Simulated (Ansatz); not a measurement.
Born–Oppenheimer molecular dynamics of a periodic cell of 16 atoms, WC (start crystal WC, start structure P-6m2, volume 1 times the crystal's). It starts from an unrelaxed structure (largest force component 0.06 eV/Å).

Method: DFT PBE, scalar-relativistic, plane waves, PAW in Ansatz. Settings: accuracy low, PAW set soft_1, cutoff 420 eV, k mesh 2x2x2, fermi-dirac smearing 0.17 eV, no spin polarisation.

```yaml
ensemble: NVT, Langevin thermostat
time_step: 1.5 fs
steps_asked: 160
set_temperature: 2000 K
friction: 0.02 /fs
seed: 988397
```

First frame:

```xyz
16
Lattice="-2.8478 -4.9325 0.0000 4.2717 -2.4662 0.0000 0.0000 0.0000 5.5945" Properties=species:S:1:pos:R:3
W 0.000 -4.933 0.000
C 1.424 -4.110 1.399
W 0.000 -4.933 2.797
C 1.424 -4.110 4.196
W -1.424 -2.466 0.000
C 0.000 -1.644 1.399
W -1.424 -2.466 2.797
C 0.000 -1.644 4.196
W 1.424 -2.466 0.000
C 2.848 -1.644 1.399
W 1.424 -2.466 2.797
C 2.848 -1.644 4.196
W 0.000 0.000 0.000
C -1.424 -4.110 1.399
W 0.000 0.000 2.797
C -1.424 -4.110 4.196
```

Task: What does the run give?

Result: The run went to its last step.

- steps done: 160
- time covered: 240 fs
- mean temperature over the second half: 2007 K
- spread of the potential energy over the second half: 39.5 meV per atom
- mean potential energy of the second half above the start: 228.8 meV per atom

A run of 0.24 ps of so small a system gives no equilibrium averages. Limits of this set-up: coarse k mesh, low accuracy level.

Task: What happens to the structure?

Result: Mean squared displacements from the first frame to the last, about the centre of mass: W 0.01 Å², C 0.03 Å². This is one draw of velocities; another would differ in detail.

Task: How do temperature and energy run in time?

Result: 
```json
{"time (fs)": "0.0", "T (K)": "1875", "potential energy less start (eV)": "0.000"}
{"time (fs)": "12.0", "T (K)": "1234", "potential energy less start (eV)": "2.646"}
{"time (fs)": "24.0", "T (K)": "1643", "potential energy less start (eV)": "2.603"}
{"time (fs)": "36.0", "T (K)": "1399", "potential energy less start (eV)": "3.627"}
{"time (fs)": "48.0", "T (K)": "1589", "potential energy less start (eV)": "3.163"}
{"time (fs)": "60.0", "T (K)": "1660", "potential energy less start (eV)": "4.119"}
{"time (fs)": "72.0", "T (K)": "1530", "potential energy less start (eV)": "3.817"}
{"time (fs)": "84.0", "T (K)": "1705", "potential energy less start (eV)": "4.305"}
{"time (fs)": "96.0", "T (K)": "2968", "potential energy less start (eV)": "3.084"}
{"time (fs)": "108.0", "T (K)": "1488", "potential energy less start (eV)": "4.934"}
{"time (fs)": "120.0", "T (K)": "1996", "potential energy less start (eV)": "2.996"}
{"time (fs)": "132.0", "T (K)": "1592", "potential energy less start (eV)": "3.630"}
{"time (fs)": "144.0", "T (K)": "1970", "potential energy less start (eV)": "3.338"}
{"time (fs)": "156.0", "T (K)": "2244", "potential energy less start (eV)": "2.816"}
{"time (fs)": "168.0", "T (K)": "1598", "potential energy less start (eV)": "3.500"}
{"time (fs)": "180.0", "T (K)": "2155", "potential energy less start (eV)": "3.626"}
{"time (fs)": "192.0", "T (K)": "1822", "potential energy less start (eV)": "4.239"}
{"time (fs)": "204.0", "T (K)": "2611", "potential energy less start (eV)": "3.119"}
{"time (fs)": "216.0", "T (K)": "1985", "potential energy less start (eV)": "5.213"}
{"time (fs)": "228.0", "T (K)": "1799", "potential energy less start (eV)": "3.279"}
{"time (fs)": "240.0", "T (K)": "2421", "potential energy less start (eV)": "4.301"}
```

Run time: 15 min on 1 thread of Arm Neoverse V2, on a shared host, peak memory 0.55 GiB.
